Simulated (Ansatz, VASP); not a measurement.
**One calculation of BaTiO3, two programs**

```
CELL_PARAMETERS angstrom
3.99689 0.00000 0.00000
0.00000 3.99689 0.00000
0.00000 0.00000 4.04547
ATOMIC_POSITIONS crystal
Ba 0.50000 0.50000 0.57910
Ti 0.00000 0.00000 0.09074
O 0.00000 0.50000 0.06652
O 0.50000 0.00000 0.06652
O 0.00000 0.00000 0.55712
```

Alike in both runs: functional r2SCAN; k mesh 6 × 6 × 6; occupations gaussian, width 0.02 eV; no spin polarisation; Hubbard terms Ti d U = 4.0 eV.

Ansatz relaxed the structure, and its values are those at the end. VASP's run is a single point on that final structure, the one shown.

|  | VASP | Ansatz |
| --- | --- | --- |
| version | VASP 6.6.1 | Ansatz 0.2.0 |
| potentials or method | VASP PAW PBE potentials, release 64 (Ba_sv, Ti_sv, O) | scalar-relativistic, plane waves, PAW |
| plane-wave cutoff (eV) | 520 | 500 |
| valence electrons in the cell | 40 | 40 |

```csv
,VASP,Ansatz,Ansatz less VASP
gap on the k mesh at the Fermi level (eV),2.70,2.70,0.000
least direct gap on the mesh (eV),3.04,3.01,-0.034
pressure (GPa),3.8,0.0,-3.86
rms of the force components (eV/Å),0.177,0.001,-0.1761
```

The programs project onto different local orbitals, so the same U acts differently.

Caveats: the PAW data sets were made with another functional, which shifts forces and pressure a little (VASP); spin-orbit coupling is left out, which moves the levels of the heavy elements. A k mesh can miss the band edges.
